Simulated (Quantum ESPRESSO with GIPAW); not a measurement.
# 17O shielding of SiO2 under strain

GIPAW runs (PBEsol, plane-wave PAW from pslibrary 1.0.0 recipes, cutoffs 55 and 330 Ry, one 6×6×6 mesh for all shielding runs; Quantum ESPRESSO with GIPAW, a patched development version; no spin-orbit coupling, no macroscopic shape term) on SiO2, space group I-42d before straining. The cell below is strained in the basal plane, with the c axis held, and the atoms are relaxed in pw.x at each strain, zero included.

```
Si O
1.0
    -2.37405    2.37405    3.74400
     2.37405   -2.37405    3.74400
     2.37405    2.37405   -3.74400
Si O
2 4
Direct
  0.75000 0.25000 0.50000
  0.00000 0.00000 0.00000
  0.87500 0.00162 0.62662
  0.75162 0.12500 0.12662
  0.37500 0.24838 0.37338
  0.99838 0.62500 0.87338
```

The cell is an entry of the Crystallography Open Database; it need not be the form that is stable at ambient conditions.

The bonds are those of O (atom 3; bridging Si-O-Si, 138°). One row is withheld.

```
strain (%)  mean bond (Å)  σ_iso Si (ppm)  σ_iso O (ppm)  span O (ppm)
        -2         1.6212          417.49         201.19          73.0
      -1.5         1.6212          418.51         202.13          74.4
        -1         1.6213          419.55         203.04          75.8
         0         1.6212          421.73         204.80          78.5
      +0.5         1.6213               ?              ?             ?
        +1         1.6213          423.98         206.40          81.1
        +2         1.6212          426.35         207.93          83.7
```

**Task.** Fit σ_iso of O against strain, judge whether a straight line is enough, and predict the withheld row at +0.5 %.

1. With n = 6: Σx = -1.500, Σy = 1225.49, Σx² = 12.2500, Σxy = -286.355.

2. Slope b = (nΣxy − ΣxΣy)/(nΣx² − (Σx)²) = 1.69 ppm per %, intercept a = (Σy − bΣx)/n = 204.67 ppm.

3. Residuals (run less line), in the order of the table: -0.11, -0.01, +0.06, +0.13, +0.04, -0.11 ppm. They bend in one sense; the largest is 1.9 % of the range of σ, so a line serves for most purposes and a parabola takes up the rest: σ = 204.79 + 1.684 x − 0.057 x², with residuals of 0.01 ppm or less.

4. At +0.5 % (inside the fitted range) the line gives 205.51 ppm and the parabola 205.61 ppm.

5. The run gives:

```csv
strain (%),mean bond (Å),σ_iso Si (ppm),σ_iso O (ppm),span O (ppm)
+0.5,1.6213,422.84,205.60,79.8
```

Prediction less run: the line misses by -0.09 ppm, the parabola by +0.01 ppm. By the parabola, a strain of +1 % changes σ of O by +1.63 ppm and one of −1 % by -1.74 ppm; the mean slope is +1.69 ppm per %. The shift moves the opposite way, scaled by the slope of a reference line. Over the table σ of Si goes from 417.49 to 426.35 ppm. Zero strain is the database's lattice with relaxed atoms, not this functional's rest cell, and neither cutoff nor mesh was tested for the slopes. The omitted shape term, common to all sites, changes with strain too. This build of gipaw.x prints that it is not audited and that its numbers are no references by themselves. The relaxations ran on cheaper settings and stop at small residual forces, which adds noise that small residuals can't be told from. 17O is quadrupolar, so a real line also moves with the field gradient, which is not computed here. pw.x warned of eigenvalues not converged in some cycles of these runs, which then met the threshold.

[Banner, clock, file and message-heading lines were taken out of the pw.x and gipaw.x logs.]

[Logs are printed without paths, hosts, clocks, repeated set-up lines and the standing remarks that a program may print on its own settings, such as how far it seeks lower states.]

[Hosts, paths, dates, database ids (printed as entryN), source tags and the programs' standing remarks are cut or masked in the printed files.]
